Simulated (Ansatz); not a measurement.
# WSi2N4 monolayer in a perpendicular field, part 4 of 4

Wanted: the out-of-plane response of the WSi2N4 monolayer. A positive field points along +c.

Ansatz 0.2.0; plane-wave DFT, PBE-D3(BJ), Ansatz PAW (the session's first sound run).

So far, equivalent conductor thickness p/(ε₀AE) (Å): step 9 (response, atoms held, PBE D3(BJ)) 7.84; step 12 (ions relaxed, PBE D3(BJ)) 8.49; step 15 (LDA) 7.85.

### 16. Same geometry, cutoff 420 eV, functional PBE

This step: plane-wave DFT, PBE, Ansatz PAW (Ansatz 0.2.0).

The geometry is kept and the functional is PBE; other changes against the main runs: SCF threshold 1.0e-10 → 1.0e-09 eV, k-mesh 18×18×1 → 12×12×1 and no dispersion term, which doesn't act on the electrons.

The input, input.yaml:

```yaml
crystal:
  lattice:
    - [2.8897841972, 0.0, 0.0]
    - [-1.4448920986, 2.5026265262, 0.0]
    - [0.0, 0.0, 25.0768678009]
  atoms:
    - { symbol: "N", position: [0.0, 0.0, 0.3588964966] }
    - { symbol: Si, position: [0.3333333333, 0.6666666667, 0.3797525647] }
    - { symbol: "N", position: [0.3333333333, 0.6666666667, 0.4496046961] }
    - { symbol: W, position: [0.0, 0.0, 0.5] }
    - { symbol: "N", position: [0.3333333333, 0.6666666667, 0.5503953039] }
    - { symbol: Si, position: [0.3333333333, 0.6666666667, 0.6202474353] }
    - { symbol: "N", position: [0.0, 0.0, 0.6411035034] }
kpoints:
  mp_grid: { grid: [12, 12, 1] }
hamiltonian:
  xc: pbe
scf:
  occupations: { method: fermi_dirac, width: 0.05 }
  convergence: { dr2_threshold: 1.0e-09 }
efield:
  axis: 3
  dipole_correction: true
  ramp_position: 0.97
  ramp_width: 0.06
  amplitude: 0.1
output:
  write_potential: true
  write_density: true
  volumetric_format: npy
```

On the command line:

```sh
> ansatz run input.yaml --threads 4 --pin off --max-ram 6144MiB --backend cpu --events-out ev --progress --plain --runs-dir out
```

Numbers of over 12 decimals in the logs are rounded to 6 here.

Log:

```text
[...]
Crystal: 7 atoms, lattice volume = 181.357 Å³
Basis set: ecut = 420 eV, 3551 PW (Γ)
Bands: 28, of which v1, the nominal top of the filled ones, is band 21 counted from 1 (20 counted from 0)
Symmetry: 6 space group operations
k-points: 19 of 144 (time reversal used)
[...]
k-point 0: bands = [... 17 lower, -0.8226, -0.7637, -0.7637, 1.7110, 4.8308, 4.8308, 5.4883, 5.4883, ... 3 higher]
  k-point 1: bands = [... 17 lower, -1.0609, -0.9135, -0.5870, 1.6259, 4.6103, 4.8298, 5.2736, 5.6993, ... 3 higher]
  k-point 2: bands = [... 17 lower, -1.3432, -1.2811, -0.6461, 1.2256, 4.5255, 4.8591, 5.2416, 6.2138, ... 3 higher]
  k-point 18: bands = [... 17 lower, -2.5608, -0.6424, 0.1067, 1.4057, 4.1798, 5.1768, 6.4974, 6.8747, ... 3 higher]
[key lines of the parts left out:]
SCF converged after 15 iterations
Free energy (F): -13198.759646 eV
Fermi energy:    2.907582 eV
Dipole field:    D = 0.031270 V/Å  (p = 0.031341 e·Å, saw-weighted, corrected)
```

Run time: 1.9 s. Hardware: 4 threads of AMD EPYC 9R45, shared host; peak memory 0.52 GiB.

The dipole is 0.0313 e·Å.

### 17. Same geometry, cutoff 420 eV, functional PBE (run 2)

The same run in the opposite field.

Edit input.yaml of step 16 so:

```diff
@@ -25,3 +25,3 @@
   ramp_width: 0.06
-  amplitude: 0.1
+  amplitude: -0.1
 output:
```

Log:

```text
[...]
Crystal: 7 atoms, lattice volume = 181.357 Å³
Basis set: ecut = 420 eV, 3551 PW (Γ)
Bands: 28, of which v1, the nominal top of the filled ones, is band 21 counted from 1 (20 counted from 0)
Symmetry: 6 space group operations
k-points: 19 of 144 (time reversal used)
[...]
k-point 0: bands = [... 17 lower, -0.8226, -0.7637, -0.7637, 1.7110, 4.8308, 4.8308, 5.4883, 5.4883, ... 3 higher]
  k-point 1: bands = [... 17 lower, -1.0609, -0.9135, -0.5870, 1.6259, 4.6103, 4.8298, 5.2736, 5.6993, ... 3 higher]
  k-point 2: bands = [... 17 lower, -1.3432, -1.2811, -0.6461, 1.2256, 4.5255, 4.8591, 5.2416, 6.2138, ... 3 higher]
  k-point 18: bands = [... 17 lower, -2.5608, -0.6424, 0.1067, 1.4057, 4.1798, 5.1768, 6.4974, 6.8747, ... 3 higher]
[key lines of the parts left out:]
SCF converged after 15 iterations
Free energy (F): -13198.759646 eV
Fermi energy:    2.907581 eV
Dipole field:    D = -0.031271 V/Å  (p = -0.031341 e·Å, saw-weighted, corrected)
```

Wall time 1.9 s (4 threads); peak memory 0.52 GiB.

The dipole is -0.0313 e·Å.

### 18. Response at this level

This step: plane-wave DFT, PBE, Ansatz PAW; response to a field along the normal, atoms held (Ansatz 0.2.0).

The induced dipole is that of a conductor 7.84 Å thick.

### 19. Same geometry, cutoff 500 eV, functional r2SCAN

This step: plane-wave DFT, r2SCAN, Ansatz PAW (Ansatz 0.2.0).

The geometry is kept and the functional is r2SCAN; other changes against the main runs: SCF threshold 1.0e-10 → 1.0e-09 eV, cutoff 420 → 500, k-mesh 18×18×1 → 12×12×1 and no dispersion term, which doesn't act on the electrons.

Edit input.yaml of step 17 so:

```diff
@@ -16,3 +16,3 @@
 hamiltonian:
-  xc: pbe
+  xc: r2scan
 scf:
@@ -25,3 +25,3 @@
   ramp_width: 0.06
-  amplitude: -0.1
+  amplitude: 0.1
 output:
```

Log:

```text
[...]
Crystal: 7 atoms, lattice volume = 181.357 Å³
Basis set: ecut = 500 eV, 4567 PW (Γ), exchange–correlation on 96×96×768 points (64 copies of the dense FFT grid, shifted against one another)
Bands: 28, of which v1, the nominal top of the filled ones, is band 21 counted from 1 (20 counted from 0)
Symmetry: 6 space group operations
k-points: 19 of 144 (time reversal used)
[...]
k-point 0: bands = [... 17 lower, -1.1224, -1.0593, -1.0593, 1.5642, 4.8601, 4.8601, 5.6175, 5.6175, ... 3 higher]
  k-point 1: bands = [... 17 lower, -1.3657, -1.2110, -0.8833, 1.4630, 4.6804, 4.8578, 5.4489, 5.8318, ... 3 higher]
  k-point 2: bands = [... 17 lower, -1.6504, -1.5850, -0.9489, 1.0396, 4.6093, 4.8853, 5.4355, 6.3563, ... 3 higher]
  k-point 18: bands = [... 17 lower, -2.9177, -0.9641, -0.1820, 1.2130, 4.1161, 5.4045, 6.6590, 7.2528, ... 3 higher]
[key lines of the parts left out:]
SCF converged after 17 iterations
Free energy (F): -13222.205874 eV
Fermi energy:    2.837088 eV
Dipole field:    D = 0.030893 V/Å  (p = 0.030963 e·Å, saw-weighted, corrected)
```

Wall time 4.7 s (4 threads); peak memory 0.89 GiB.

The dipole is 0.0310 e·Å.

### 20. Same geometry, cutoff 500 eV, functional r2SCAN (run 2)

The same run in the opposite field.

Edit input.yaml of step 19 so:

```diff
@@ -25,3 +25,3 @@
   ramp_width: 0.06
-  amplitude: 0.1
+  amplitude: -0.1
 output:
```

Log:

```text
[...]
Crystal: 7 atoms, lattice volume = 181.357 Å³
Basis set: ecut = 500 eV, 4567 PW (Γ), exchange–correlation on 96×96×768 points (64 copies of the dense FFT grid, shifted against one another)
Bands: 28, of which v1, the nominal top of the filled ones, is band 21 counted from 1 (20 counted from 0)
Symmetry: 6 space group operations
k-points: 19 of 144 (time reversal used)
[...]
k-point 0: bands = [... 17 lower, -1.1224, -1.0593, -1.0593, 1.5642, 4.8601, 4.8601, 5.6175, 5.6175, ... 3 higher]
  k-point 1: bands = [... 17 lower, -1.3657, -1.2110, -0.8833, 1.4630, 4.6804, 4.8578, 5.4489, 5.8318, ... 3 higher]
  k-point 2: bands = [... 17 lower, -1.6504, -1.5850, -0.9489, 1.0396, 4.6093, 4.8853, 5.4355, 6.3563, ... 3 higher]
  k-point 18: bands = [... 17 lower, -2.9177, -0.9641, -0.1820, 1.2130, 4.1161, 5.4045, 6.6590, 7.2528, ... 3 higher]
[key lines of the parts left out:]
SCF converged after 16 iterations
Free energy (F): -13222.205874 eV
Fermi energy:    2.837088 eV
Dipole field:    D = -0.030879 V/Å  (p = -0.030948 e·Å, saw-weighted, corrected)
```

Run time: 4.6 s. Hardware: 4 threads; peak memory 0.88 GiB.

The dipole is -0.0309 e·Å.

### 21. Response at this level

This step: plane-wave DFT, r2SCAN, Ansatz PAW; response to a field along the normal, atoms held (Ansatz 0.2.0).

The induced dipole is that of a conductor 7.75 Å thick.

### 22. Same geometry, cutoff 420 eV, functional HSE06

This step: plane-wave DFT, HSE06, Ansatz PAW (Ansatz 0.2.0).

The geometry is kept and the functional is HSE06; other changes against the main runs: SCF threshold 1.0e-10 → 1.0e-09 eV, k-mesh 18×18×1 → 12×12×1 and no dispersion term, which doesn't act on the electrons.

Edit input.yaml of step 20 so:

```diff
@@ -16,3 +16,3 @@
 hamiltonian:
-  xc: r2scan
+  xc: hse06
 scf:
@@ -25,3 +25,3 @@
   ramp_width: 0.06
-  amplitude: -0.1
+  amplitude: 0.1
 output:
```

Log:

```text
[...]
Crystal: 7 atoms, lattice volume = 181.357 Å³
Basis set: ecut = 420 eV, 3551 PW (Γ)
Bands: 28, of which v1, the nominal top of the filled ones, is band 21 counted from 1 (20 counted from 0)
Symmetry: 6 space group operations
k-points: 19 of 144 (time reversal used)
[...]
k-point 1: bands = [... 17 lower, -1.9848, -1.7875, -1.4946, 1.0707, 4.9470, 5.1527, 5.7456, 6.1950]
  k-point 2: bands = [... 17 lower, -2.3068, -2.1941, -1.5875, 0.6115, 4.8472, 5.1763, 5.7176, 6.7600]
  k-point 18: bands = [... 17 lower, -3.7229, -1.6696, -0.8233, 0.9103, 4.2492, 5.6288, 7.0171, 7.4551]
  guard bands above this table: 3 of the run's 28 bands. The solve was not asked for them (output.publish_guard_bands: true or output.eigenvalues: true publishes all)
[key lines of the parts left out:]
Free energy (F): -13200.591760 eV
Fermi energy:    2.713493 eV
Dipole field:    D = 0.030638 V/Å  (p = 0.030706 e·Å, saw-weighted, corrected)
```

It took 37 s on 4 threads; peak memory 5.2 GiB.

The dipole is 0.0307 e·Å.

### 23. Same geometry, cutoff 420 eV, functional HSE06 (run 2)

The same run in the opposite field.

Edit input.yaml of step 22 so:

```diff
@@ -25,3 +25,3 @@
   ramp_width: 0.06
-  amplitude: 0.1
+  amplitude: -0.1
 output:
```

Log:

```text
[...]
Crystal: 7 atoms, lattice volume = 181.357 Å³
Basis set: ecut = 420 eV, 3551 PW (Γ)
Bands: 28, of which v1, the nominal top of the filled ones, is band 21 counted from 1 (20 counted from 0)
Symmetry: 6 space group operations
k-points: 19 of 144 (time reversal used)
[...]
--- Band table (eV; the first three rows and the last of 19) ---
  k-point 0: bands = [... 17 lower, -1.7631, -1.6229, -1.6229, 1.1907, 5.1579, 5.1579, 5.9643, 5.9643]
  k-point 1: bands = [... 17 lower, -1.9848, -1.7875, -1.4946, 1.0707, 4.9470, 5.1527, 5.7456, 6.1950]
  k-point 2: bands = [... 17 lower, -2.3067, -2.1941, -1.5875, 0.6115, 4.8472, 5.1763, 5.7176, 6.7600]
  k-point 18: bands = [... 17 lower, -3.7229, -1.6696, -0.8233, 0.9103, 4.2492, 5.6289, 7.0171, 7.4552]
[...]
[key lines of the parts left out:]
Free energy (F): -13200.591760 eV
Fermi energy:    2.713497 eV
Dipole field:    D = -0.030635 V/Å  (p = -0.030704 e·Å, saw-weighted, corrected)
```

Run time: 36 s. Hardware: 4 threads; peak memory 5.2 GiB; 2.2 min of CPU time.

The dipole is -0.0307 e·Å.

### 24. Side by side

Times are for 4 threads of AMD EPYC 9R45, shared host. The series side by side:

```
no.  functional     field  dipole along the normal (e·Å)   time  memory (GiB)
  1         lda   0.1 V/Å                        0.03136    2 s          0.51
  2         lda  -0.1 V/Å                       -0.03136    2 s          0.51
  3         pbe   0.1 V/Å                        0.03134  1.9 s          0.52
  4         pbe  -0.1 V/Å                       -0.03134  1.9 s          0.52
  5      r2scan   0.1 V/Å                        0.03096  4.7 s          0.89
  6      r2scan  -0.1 V/Å                       -0.03095  4.6 s          0.88
  7       hse06   0.1 V/Å                        0.03071   37 s           5.2
  8       hse06  -0.1 V/Å                       -0.03070   36 s           5.2
```

### 25. Response at this level

This step: plane-wave DFT, HSE06, Ansatz PAW; response to a field along the normal, atoms held (Ansatz 0.2.0).

The induced dipole is that of a conductor 7.68 Å thick.

### 26. Varying the input

This step: plane-wave DFT, PBE-D3(BJ), Ansatz PAW (Ansatz 0.2.0).

A run with a changed input: it repeats the earlier run at 0.05 V/Å with kpoints.mp_grid.grid from [18, 18, 1] to [14, 14, 1], scf.occupations.method from fermi_dirac to gaussian and scf.occupations.width from 0.05 to 0.01.

input.yaml, the sections that differ from step 23:

```yaml
kpoints:
  mp_grid: { grid: [14, 14, 1] }
  band_path:
    path: [[0, 0, 0], [0.5, 0, 0], [0.33333333, 0.33333333, 0], [0, 0, 0]]
    npoints: 16
hamiltonian:
  xc: pbe
  dispersion: d3bj
scf:
  occupations: { method: gaussian, width: 0.01 }
  convergence: { dr2_threshold: 1.0e-10 }
efield:
  axis: 3
  dipole_correction: true
  ramp_position: 0.97
  ramp_width: 0.06
  amplitude: 0.05
# crystal, output: as in step 23
```

Log:

```text
[...]
Crystal: 7 atoms, lattice volume = 181.357 Å³
Basis set: ecut = 420 eV, 3551 PW (Γ)
Bands: 28, of which v1, the nominal top of the filled ones, is band 21 counted from 1 (20 counted from 0)
Symmetry: 6 space group operations
k-points: 24 of 196 (time reversal used)
[...]
SCF iter   1: F=—  HF=-13207.994564 eV  |F-HF|=—  |Δ(HF+E_count)|=         —  Δρ=1.15e-1  dr2=2.61e1  ethr=3.10e-3  p=0.019 e·Å  D=1.87e-2 V/Å  ΔV_dip=-0.47 eV  dr2_dipole=1.37e-4  V_vac-E_F(+/−)=6.95/6.27 eV  ⟨swp⟩=9.6  Hψ=4388  notcnv=0
[...]
SCF iter  17: F=-13200.593427 eV  HF=-13200.593427 eV  |F-HF|=5.09e-11  |Δ(HF+E_count)|=  2.36e-11  Δρ=1.10e-7  dr2=2.78e-11  ethr=1.00e-12  p=0.016 e·Å  D=1.56e-2 V/Å  ΔV_dip=-0.39 eV  dr2_dipole=1.36e-12  V_vac-E_F(+/−)=4.49/3.74 eV  ⟨swp⟩=13.7  Hψ=2895  notcnv=0
SCF 1 converged in 17 iterations: F = -13200.593427 eV  dr2 = 2.78e-11
[...]
SCF converged after 17 iterations
Free energy (F): -13200.593427 eV
[...]
Internal energy: -13200.593427 eV  (E = F + TS)
E sigma→0 (E₀):  -13200.593427 eV
Fermi energy:    2.926867 eV
Dipole field:    D = 0.015642 V/Å  (p = 0.015677 e·Å, saw-weighted, corrected)
Work function:   not extracted (applied field tilts the vacuum); planar V_es + V_field profile in the machine report
[...]
--- Band table (eV; the first three rows and the last of 24) ---
  k-point 0: bands = [... 17 lower, -0.8230, -0.7635, -0.7635, 1.7111, 4.8311, 4.8311, 5.4885, 5.4885, ... 3 higher]
  k-point 1: bands = [... 17 lower, -1.0238, -0.8752, -0.6019, 1.6543, 4.6459, 4.8299, 5.3021, 5.6457, ... 3 higher]
  k-point 2: bands = [... 17 lower, -1.2581, -1.1629, -0.6048, 1.3710, 4.5249, 4.8433, 5.2247, 6.0497, ... 3 higher]
  k-point 23: bands = [... 17 lower, -2.4795, -0.6570, 0.0716, 1.3445, 4.2730, 5.1991, 6.3387, 6.9988, ... 3 higher]
```

Elapsed: 3.2 s, on 4 threads; peak memory 0.53 GiB; 12 s of CPU time.

```
                               quantity  this run  earlier run  difference
          dipole along the normal (e·Å)   0.01568      0.01567      3.9e-6
                gap along the path (eV)     2.431        2.431           0
smallest direct gap along the path (eV)     2.774        2.774    -4.4e-16
                 gap on the k-mesh (eV)     2.431        2.431      1.6e-6
```

Nothing in the table moves by 0.01 in its unit (for the dipole 0.5 % and 5e-5 e·Å). The run took 17 SCF cycles against 16.

The change did no harm here.

### 27. Varying the input

Another changed input: it repeats the earlier run at 0.05 V/Å with scf.occupations.width from 0.05 removed, scf.occupations.method from fermi_dirac to tetrahedron and scf.initial_density.chi_scale to 0.0.

Edit input.yaml of step 26 so:

```diff
@@ -14,3 +14,3 @@
 kpoints:
-  mp_grid: { grid: [14, 14, 1] }
+  mp_grid: { grid: [18, 18, 1] }
   band_path:
@@ -22,4 +22,5 @@
 scf:
-  occupations: { method: gaussian, width: 0.01 }
+  occupations: { method: tetrahedron }
   convergence: { dr2_threshold: 1.0e-10 }
+  initial_density: { chi_scale: 0.0 }
 efield:
```

Log:

```text
[...]
Crystal: 7 atoms, lattice volume = 181.357 Å³
Basis set: ecut = 420 eV, 3551 PW (Γ)
Bands: 28, of which v1, the nominal top of the filled ones, is band 21 counted from 1 (20 counted from 0)
Symmetry: 6 space group operations
k-points: 37 of 324 (time reversal used)
[...]
SCF iter   1: F=—  HF=-13207.991427 eV  |F-HF|=—  |Δ(HF+E_count)|=         —  Δρ=1.15e-1  dr2=2.61e1  ethr=3.10e-3  p=0.000 e·Å  D=1.59e-13 V/Å  ΔV_dip=-0.00 eV  dr2_dipole=2.14e-3  V_vac-E_F(+/−)=8.41/7.26 eV  ⟨swp⟩=9.6  Hψ=6718  notcnv=0
[...]
SCF iter  15: F=-13200.593357 eV  HF=-13200.593357 eV  |F-HF|=1.09e-11  |Δ(HF+E_count)|=  1.09e-10  Δρ=1.28e-7  dr2=2.43e-11  ethr=1.00e-12  p=0.016 e·Å  D=1.56e-2 V/Å  ΔV_dip=-0.39 eV  dr2_dipole=7.85e-13  V_vac-E_F(+/−)=5.70/4.95 eV  ⟨swp⟩=9.4  Hψ=3958  notcnv=0
SCF 1 converged in 15 iterations: F = -13200.593357 eV  dr2 = 2.43e-11
[...]
SCF converged after 15 iterations
[...]
Free energy (F): -13200.593357 eV
[...]
Internal energy: -13200.593357 eV  (E = F + TS)
E sigma→0 (E₀):  -13200.593357 eV
Fermi energy:    1.711145 eV
Dipole field:    D = 0.015639 V/Å  (p = 0.015675 e·Å, saw-weighted, corrected)
Work function:   not extracted (applied field tilts the vacuum); planar V_es + V_field profile in the machine report
[...]
--- Band table (eV; the first three rows and the last of 37) ---
  k-point 0: bands = [... 17 lower, -0.8230, -0.7635, -0.7635, 1.7111, 4.8311, 4.8311, 5.4885, 5.4885, ... 3 higher]
  k-point 1: bands = [... 17 lower, -0.9744, -0.8322, -0.6309, 1.6811, 4.6982, 4.8300, 5.3462, 5.5852, ... 3 higher]
  k-point 2: bands = [... 17 lower, -1.1505, -1.0193, -0.5769, 1.5303, 4.5524, 4.8329, 5.2330, 5.8485, ... 3 higher]
  k-point 36: bands = [... 17 lower, -2.5604, -0.6408, 0.1052, 1.4059, 4.1800, 5.1773, 6.4978, 6.8747, ... 3 higher]
```

Elapsed: 3.9 s, on 4 threads; peak memory 0.59 GiB; 15 s of CPU time.

This step gave:

- gap on the k-mesh: 2.431 eV
- dipole along the normal: 0.01567 e·Å
- gap along the path: 2.431 eV
- gap, the smaller of path and mesh: 2.431 eV

The electronic bands at the labelled points (eV, zero at the Fermi level):

```
  point  band 18  band 19  band 20  band 21  band 22  band 23  band 24  band 25
      Γ    -2.53    -2.47    -2.47     0.00     3.12     3.12     3.78     3.78
halfway    -3.39    -2.96    -2.53    -0.99     2.87     3.30     3.61     4.99
      M    -2.63    -2.57    -2.06    -1.14     2.43     2.75     4.38     4.56
halfway    -3.26    -2.44    -2.00    -0.77     3.25     3.54     3.85     5.05
      K    -4.27    -2.35    -1.61    -0.31     2.47     3.47     4.79     5.16
halfway    -2.82    -2.67    -2.64    -1.13     2.80     3.79     3.86     5.18
      Γ    -2.53    -2.47    -2.47     0.00     3.12     3.12     3.78     3.78
```

```
                               quantity  this run  earlier run  difference
          dipole along the normal (e·Å)   0.01567      0.01567      1.3e-6
                gap along the path (eV)     2.431        2.431     -2.0e-6
smallest direct gap along the path (eV)     2.774        2.774      1.0e-6
                 gap on the k-mesh (eV)     2.431        2.431     -1.2e-6
```

Nothing in the table moves by 0.01 in its unit (for the dipole 0.5 % and 5e-5 e·Å). The run took 15 SCF cycles against 16.

On this path the gap is indirect, 2.43 eV, with the valence top at Γ and the conduction bottom at M. The least direct gap is 2.77 eV.

### 28. What came out

| Quantity | Value |
| --- | --- |
| gap without field | 2.43 eV |
| ionisation energy, upper face | 5.34 eV |
| electron affinity, upper face | 2.91 eV |
| equivalent conductor thickness, atoms held | 7.84 Å |
| equivalent conductor thickness, atoms relaxed | 8.49 Å |
| equivalent conductor thickness, LDA | 7.85 Å |
| equivalent conductor thickness, PBE | 7.84 Å |
| equivalent conductor thickness, r2SCAN | 7.75 Å |
| equivalent conductor thickness, HSE06 | 7.68 Å |

In words: The induced dipole equals that of a perfect conductor 7.84 Å thick, while the outer atoms lie 7.08 Å apart; an out-of-plane ε follows only once a thickness t is chosen, by 1 − 1/ε = 7.84 Å / t. The gap goes from 2.43 eV to 2.39 eV at 0.3 V/Å. Letting the atoms follow the field adds 0.64 Å to the equivalent conductor thickness: the ionic part of the response. Across the functionals the thickness runs from 7.68 to 7.85 Å; those runs use a coarser k-mesh, so they are to be compared with each other. Semilocal functionals give gaps that are too small, and excitons are not included. Spin-orbit coupling is left out, which matters for the bands of elements this heavy. The outer anions sit over the metal atoms, one of several polytypes of such layers and not the lowest for every compound.

[Logs are printed without paths, hosts, clocks, repeated set-up lines and the standing remarks that a program may print on its own settings, such as how far it seeks lower states.]

[Hosts, paths, dates, database ids (printed as entryN), source tags and the programs' standing remarks are cut or masked in the printed files.]

[Maps of the electrostatic potential energy from Ansatz leave out the sawtooth potential of an applied field or a dipole correction, so their vacuum need not be flat; planar profiles and work functions include it.]
